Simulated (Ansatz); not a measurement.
## Au under pressure: fit and missing row

Au, Fm-3m, a = 4.124 Å. Ansatz: r2SCAN, PAW, 500 eV, Γ-centred 18×18×18 mesh on 1 atom, Gaussian smearing 0.10 eV; no spin polarisation. Cell and atoms are relaxed at each pressure, and no other structure is tried, so the rows at high pressure may lie past a change of phase.

| V (Å³/atom) | P (GPa) |
| --- | --- |
| ? | 60.00 |
| 15.375 | 29.96 |
| 16.239 | 14.99 |
| 16.766 | 8.00 |
| 17.220 | 3.01 |
| 17.539 | -0.01 |
| 17.906 | -3.04 |

Take V0 = 17.539 Å³/atom, count pressures from its P0 = -0.01 GPa, fit the third-order Birch–Murnaghan form to the other rows, and predict the missing volume.

With the Eulerian strain f = ½[(V0/V)^(2/3) − 1] and y = (P − P0)/[3f(1 + 2f)^(5/2)], the form is the line y = B0 + 1.5 B0 (B0′ − 4) f. Rows (f, y): 0.04588, 174.8; 0.02634, 167.0; 0.01525, 162.4; 0.00616, 158.5; -0.00686, 152.4. Means f = 0.01735, y = 163.02; Σ(Δf)² = 0.001611, ΣΔfΔy = 0.6809; the slope is their ratio. y = 155.7 + 422.8 f GPa, so B0 = 155.7 GPa and B0′ = 4 + 2 × (422.8)/(3 × 155.7) = 5.81. P = 60.00 GPa is met at f = 0.07517 (y = 187.48), so V = V0 (1 + 2f)^(−3/2) = 14.215 Å³/atom. The run gave 14.205 Å³/atom, so the fit is 0.010 Å³/atom too high, a small miss on the scale of the series. The form still works here, 91 % of the fitted range beyond its end.

Spin–orbit coupling is left out, which can shift energies with elements as heavy as these.